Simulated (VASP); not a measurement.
GaSb:

```
CELL_PARAMETERS angstrom
0.00000 3.05900 3.05900
3.05900 0.00000 3.05900
3.05900 3.05900 0.00000
ATOMIC_POSITIONS crystal
Sb 0.75000 0.75000 0.75000
Ga 0.00000 0.00000 0.00000
```

| Property | Result |
| --- | --- |
| Program | VASP 6.6.1 |
| Task | relaxation of cell and atoms |
| Functional | HF |
| Potentials or basis | VASP PAW PBE potentials, release 64 (Sb, Ga_d) |
| Cutoff | 600 eV |
| k mesh | 4 × 4 × 4 |
| Occupations | fermi-dirac, width 0.05 eV |
| Spin | no spin polarisation |

At the start: pressure -20.7 GPa; volume 28.62 Å³/atom.

**Question.** How do energy, volume and symmetry change on relaxing?

**Answer.** Over 8 steps the energy falls by 634.5 meV/atom and the volume is 21.11 Å³/atom (-26.2 %); space group F-43m (No. 216, to 0.05 Å).

The path:
```csv
step,energy change (eV),largest force (eV/Å),pressure (GPa),volume (Å³)
1,0.0000,0.0000,-20.68,57.25
2,0.4344,0.0000,66.13,31.77
3,-1.2630,0.0000,-2.42,43.00
4,-1.2685,0.0000,-0.56,42.42
5,-1.2689,0.0000,0.26,42.16
6,-1.2687,0.0000,-0.47,42.35
7,-1.2689,0.0000,0.06,42.22
8,-1.2689,0.0000,-0.02,42.23
```

Final structure:
```cif
data_structure
_symmetry_space_group_name_H-M 'P 1'
_symmetry_Int_Tables_number 1
_cell_length_a 3.9088
_cell_length_b 3.9088
_cell_length_c 3.9088
_cell_angle_alpha 60.000
_cell_angle_beta 60.000
_cell_angle_gamma 60.000
_cell_volume 42.23
loop_
_atom_site_label
_atom_site_type_symbol
_atom_site_fract_x
_atom_site_fract_y
_atom_site_fract_z
_atom_site_occupancy
Sb1 Sb 0.75000 0.75000 0.75000 1
Ga1 Ga 0.00000 0.00000 0.00000 1
```

Caveat: the k mesh is coarse (spacing up to 0.44 Å⁻¹), so the values aren't converged, least of all with exact exchange; the volume moved by over 15 % at a fixed basis, so the end points are rough; the PAW data sets were made with another functional, which shifts forces and pressure a little; the volume moved by -26 % from the deposited cell, more than functionals usually miss.
